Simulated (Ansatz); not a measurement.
**AlN: a line through a two-coordinate scan**

How does the energy of AlN (P6_3/mmc, No. 194; 4 atoms in the cell) vary with lattice constant c, at lattice constant a (and b) = 3.242 Å?

Method: DFT PBEsol, scalar-relativistic, plane waves, PAW, in Ansatz 0.2.0.

71 further runs of the same task are left out: 71 set aside as unsound or not needed.

## Step 1: The system as given

Symmetry: P6_3/mmc, No. 194, hexagonal system. The conventional cell has a = 3.302 Å, b = 3.302 Å, c = 4.141 Å, α = 90.00°, β = 90.00°, γ = 120.00°. Around Al (site symmetry -6m2) lie 5 N at 1.91 to 2.07 Å. Around N (site symmetry -6m2) lie 5 Al at 1.91 to 2.07 Å.

Coordinates:

```cif
data_structure
_symmetry_space_group_name_H-M 'P 1'
_symmetry_Int_Tables_number 1
_cell_length_a 3.3016
_cell_length_b 3.3016
_cell_length_c 4.1412
_cell_angle_alpha 90.000
_cell_angle_beta 90.000
_cell_angle_gamma 120.000
_cell_volume 39.09
loop_
_atom_site_label
_atom_site_type_symbol
_atom_site_fract_x
_atom_site_fract_y
_atom_site_fract_z
_atom_site_occupancy
Al1 Al 0.33333 0.66667 0.75000 1
Al2 Al 0.66667 0.33333 0.25000 1
N1 N 0.33333 0.66667 0.25000 1
N2 N 0.66667 0.33333 0.75000 1
```

It goes back to an entry of the Materials Project, which need not be the stable form.

It is the result of an earlier relaxation at this level (volume 9.77 Å³/atom; gap on the mesh: 3.32 eV).

## Step 2: What is varied

The energy is mapped over the lattice constants a and c of the conventional cell.

- lattice constant a (and b): 11 values from 3.203 to 3.401 Å
- lattice constant c: 11 values from 3.934 to 4.348 Å

Nothing else is relaxed (symmetry fixes all fractional coordinates). Energies count from the relaxed crystal. Points are written as (first, second).

## Step 3: The run at (3.242 Å, 3.934 Å)

Input file input.yaml:

```yaml
crystal:
  lattice:
    - [3.2421, 0.0, 0.0]
    - [-1.62105, 2.8077409616, 0.0]
    - [0.0, 0.0, 3.9342]
  atoms:
    - { symbol: Al, position: [0.3333333333, 0.6666666667, 0.75] }
    - { symbol: Al, position: [0.6666666667, 0.3333333333, 0.25] }
    - { symbol: "N", position: [0.3333333333, 0.6666666667, 0.25] }
    - { symbol: "N", position: [0.6666666667, 0.3333333333, 0.75] }
basis:
  ecutwfc: 520.0
kpoints:
  mp_grid: { grid: [9, 9, 6] }
hamiltonian:
  xc: pbesol
scf:
  occupations: { method: gaussian, width: 0.05 }
output:
  forces: true
  stress: true
  eigenvalues: true
```

Started as:

```sh
$ ansatz run input.yaml --threads 1 --pin off --max-ram 2048MiB --backend cpu --events-out ev --progress --plain --runs-dir out
```

Further runs follow: the other points of the line.

Q: Predict the outcome of this session. Wanted: for each run, lattice constant c; energy; slope; pressure.

The runs gave:

| lattice constant c (Å) | step | energy (meV/atom) | slope (meV/atom per Å) | pressure (GPa) | band gap on the k-mesh (eV) |
| --- | --- | --- | --- | --- | --- |
| 3.934 | 3 | 56.0 | −388 | 22.0 | 4.00 |
| 3.976 | 4 | 41.6 | −310 | 18.9 | 3.92 |
| 4.017 | 5 | 30.3 | −240 | 16.1 | 3.83 |
| 4.058 | 6 | 21.6 | −177 | 13.6 | 3.74 |
| 4.100 | 7 | 15.5 | −122 | 11.2 | 3.64 |
| 4.141 | 8 | 11.5 | −72 | 9.0 | 3.55 |
| 4.183 | – | 9.5 | −28 | 7.0 | 3.46 |
| 4.224 | 9 | 9.1 | 12 | 5.2 | 3.36 |
| 4.266 | 10 | 10.4 | 46 | 3.5 | 3.27 |
| 4.307 | 11 | 12.9 | 77 | 1.9 | 3.17 |
| 4.348 | 12 | 16.7 | 104 | 0.5 | 3.08 |

Energies count from the relaxed crystal. Rows without a step come from runs not printed here or follow by symmetry. Slopes come from the forces (and the stress, where the cell changes), not from differences of energies.

The lowest point of the line is at 4.224 Å, 9.1 meV/atom from the zero. Energies and slopes round the minimum, fitted together, put the minimum at 4.2112 Å, with a curvature of about 930 meV/atom per Å². The highest point computed, at 3.934 Å, lies 46.9 meV/atom above the lowest. This is one cut through a surface in two coordinates; the map's lowest point lies off it.

These are semilocal Kohn-Sham gaps, which aren't the measured quantity. Such gaps usually fall short of the measured ones.
